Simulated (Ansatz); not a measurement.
Three rocksalt compounds, relaxed with r2SCAN in Ansatz 0.2.0. (Simulation; spin polarisation is off.)

| compound | a (Å) |
| --- | --- |
| LiCl | 5.112 |
| NaCl | 5.605 |
| AgCl | 5.546 |

Q: What is the misfit strain of a coherent LiCl film on AgCl?

A: ε∥ = (a_sub − a_film)/a_film = (5.546 − 5.112)/5.112 = +8.49 %: the film is in tension in the plane. At this size it stays coherent for a few layers at most.

Q: By Vegard's law, which share x of NaCl in (LiCl)₁₋ₓ(NaCl)ₓ matches the substrate?

A: (1 − x) × 5.112 + x × 5.605 = 5.546 gives x = (5.546 − 5.112)/(5.605 − 5.112) = 0.880.
